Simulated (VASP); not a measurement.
Runs of VASP 6.6.1 on InPd. It takes space group Fm-3m (No. 225, cubic). The conventional cell has a = 5.492 Å, b = 5.492 Å, c = 5.492 Å, α = 90.00°, β = 90.00°, γ = 90.00°. In (site symmetry m-3m) is surrounded by 6 Pd at 2.75 Å. Pd (site symmetry m-3m) has 6 In at 2.75 Å as nearest neighbours. The cell was built by a generator and needn't be a form met in nature.

```csv
task,level,potentials or basis,spin,cell,k mesh,cutoff (eV),gap on the mesh (eV),pressure (GPa),relaxed volume (Å³/atom)
relaxation of cell and atoms,vdW-DF-cx,"VASP PAW PBE potentials, release 64 (In_d, Pd)",off,relaxed,8 × 8 × 8,600,none,0.0,19.76
relaxation of cell and atoms,PBE,"VASP PAW PBE potentials, release 64 (In_d, Pd)",off,relaxed,6 × 6 × 6,600,none,0.0,(c)
relaxation of cell and atoms,PW91,"VASP PAW PBE potentials, release 64 (In_d, Pd)",off,relaxed,8 × 8 × 8,600,none,0.0,20.79
relaxation of cell and atoms,r2SCAN,"VASP PAW PBE potentials, release 64 (In_d, Pd)",off,relaxed,8 × 8 × 8,600,none,0.0,20.15
relaxation of cell and atoms,LDA,"VASP PAW LDA potentials, release 64 (In_d, Pd)",off,relaxed,8 × 8 × 8,600,none,0.0,(a)
relaxation of cell and atoms,r2SCAN+D3(BJ),"VASP PAW PBE potentials, release 64 (In_d, Pd)",off,relaxed,8 × 8 × 8,600,none,0.0,(b)
relaxation of cell and atoms,r2SCAN+rVV10,"VASP PAW PBE potentials, release 64 (In_d, Pd)",off,relaxed,8 × 8 × 8,600,none,0.0,19.88
relaxation of cell and atoms,PBEsol,"VASP PAW PBE potentials, release 64 (In_d, Pd)",off,relaxed,8 × 8 × 8,600,none,0.0,19.62
relaxation of cell and atoms,PBE,"VASP PAW PBE potentials, release 64 (In_d, Pd)",off,relaxed,8 × 8 × 8,600,none,0.0,20.76
```

Alike in all rows: smearing fermi-dirac 0.05 eV.

Problem. Estimate the missing entries.

Solution. (a) 19.01; (b) 19.79; (c) 20.75.

Caveats: the PAW data sets were made with another functional, which shifts forces and pressure a little (some runs); pairwise dispersion overbinds metals, which lowers pressure and volume (some runs).

A k mesh can miss the band edges, and the runs leave out spin-orbit coupling on In, Pd.

A gap of «none» marks a metal or a gap under the smearing width.

Not every run made on this cell is shown here.
